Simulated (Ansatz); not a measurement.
**Be: elastic constants with PBE**

Crystal: Be.

```
CELL_PARAMETERS angstrom
-1.25312 1.25312 1.25312
1.25312 -1.25312 1.25312
1.25312 1.25312 -1.25312
ATOMIC_POSITIONS crystal
Be 0.00000 0.00000 0.00000
```

This isn't the form of Be at room conditions, which is hcp.

| Quantity | Value |
| --- | --- |
| Program | Ansatz 0.2.0 |
| Task | elastic constants |
| Functional | PBE |
| Potentials or basis | JTH PAW |
| Cutoff | 1080 eV |
| Density cutoff | 6480 eV |
| k mesh | 9 × 9 × 9 |
| Occupations | methfessel-paxton, width 0.1 eV |
| Spin | no spin polarisation |
| Driver | calculator |
| Delta | 0.005 |
| Atoms under strain | clamped |

The elastic constants C11, C12, C44 are 143, 112, 109 GPa. The voigt bulk modulus is 122 GPa.

Elastic tensor in Voigt notation (GPa, in the Cartesian axes of the cell as first typed):
```
143 112 112   0   0   0
112 143 112   0   0   0
112 112 143   0   0   0
  0   0   0 109   0   0
  0   0   0   0 109   0
  0   0   0   0   0 109
```

Wall time 8.5 s on 2 threads of Arm Neoverse V1, on a shared host, peak memory 0.4 GiB.

Caveat: the k mesh is coarse (spacing up to 0.39 Å⁻¹), so the values aren't converged; the thresholds are loose for stress.
